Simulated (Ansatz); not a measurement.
**Lanthanum, fcc under r²SCAN: from relaxation to bulk modulus**

The plan for lanthanum in the fcc structure: relax it, solve it on a dense k-mesh, switch on spin-orbit coupling, then scale the cell to 7 volumes from 88 to 112 % of the relaxed one and try a fit of the equation of state. The k-meshes are 10×10×10 for the relaxation; 17×17×17 for the dense run; 10×10×10 for spin-orbit coupling; 12×12×12 for the volumes.

Method: DFT r2SCAN, plane waves (500 eV) with PAW, scalar-relativistic; PBE-made PAW files, in Ansatz 0.2.0.

**1. Starting point**

The structure is cubic, space group Fm-3m (No. 225). The conventional cell has a = 5.309 Å, b = 5.309 Å, c = 5.309 Å, α = 90.00°, β = 90.00°, γ = 90.00°. La (site symmetry m-3m) has 12 La at 3.75 Å as nearest neighbours.

Coordinates:

```
La
1.0
     0.00000    2.65465    2.65465
     2.65465    0.00000    2.65465
     2.65465    2.65465    0.00000
La
1
Direct
  0.00000 0.00000 0.00000
```

**2. Relaxation of the cell**

input.yaml reads:

```yaml
crystal:
  lattice:
    - [0.0, 2.6546496237, 2.6546496237]
    - [2.6546496237, 0.0, 2.6546496237]
    - [2.6546496237, 2.6546496237, 0.0]
  atoms:
    - { symbol: La, position: [0.0, 0.0, 0.0] }
hamiltonian:
  xc: r2scan
  pseudopotentials:
    kind: paw
    azcp:
      La: "pseudopotentials/La.paw.azcp"
basis:
  ecutwfc: 500
  fft_grid_basis: typed
kpoints:
  mp_grid: { grid: [10, 10, 10], shift: [0, 0, 0] }
magnetization:
  spin_polarized: false
scf:
  occupations: { method: fermi_dirac, width: 0.1 }
relax:
  max_steps: 60
  f_tol: 0.01
  cell: {}
```

On the command line:

```console
$ ansatz run input.yaml --threads 1 --pin off --max-ram 3584MiB --backend cpu --events-out ev --progress --plain --runs-dir out
```

The runs that follow: Dense single point; A two-component run at the same geometry; The cell scaled to 88 % of its volume; The cell scaled to 92 % of its volume; The cell scaled to 96 % of its volume; The cell scaled to 100 % of its volume; The cell scaled to 104 % of its volume; The cell scaled to 108 % of its volume; The cell scaled to 112 % of its volume.

Before running it: what results should come out? Wanted: space group; conventional cell; volume; shortest distance; gap on the mesh; relative to dhcp; highest ELF outside the cores; V₀, B₀, B₀′.

**Answer**, as computed:

```
                      quantity                               value
space group (spins left aside)                     Fm-3m (No. 225)
             conventional cell                         a = 5.309 Å
                        volume                      37.416 Å³/atom
             shortest distance                             3.754 Å
               gap on the mesh        none (levels filled in part)
              relative to dhcp                        +10 meV/atom
 highest ELF outside the cores  0.72, 2.65 Å from the nearest atom
                   V₀, B₀, B₀′         36.793 Å³/atom, 23 GPa, 3.1
```

**Reading.** From the guessed start the volume shrank by 0.0 % in 2 steps. It lies 10 meV/atom above the element's reference form at the same level (dhcp, from a run of its own). Levels at the Fermi energy are filled in part, as in a metal. Totals with and without spin-orbit coupling (+14.0 eV/atom apart) can't be read as binding, since the two-component data shift the zero of energy. The fitted modulus is 23 GPa. Relaxation kept the symmetry; phonons were not checked.
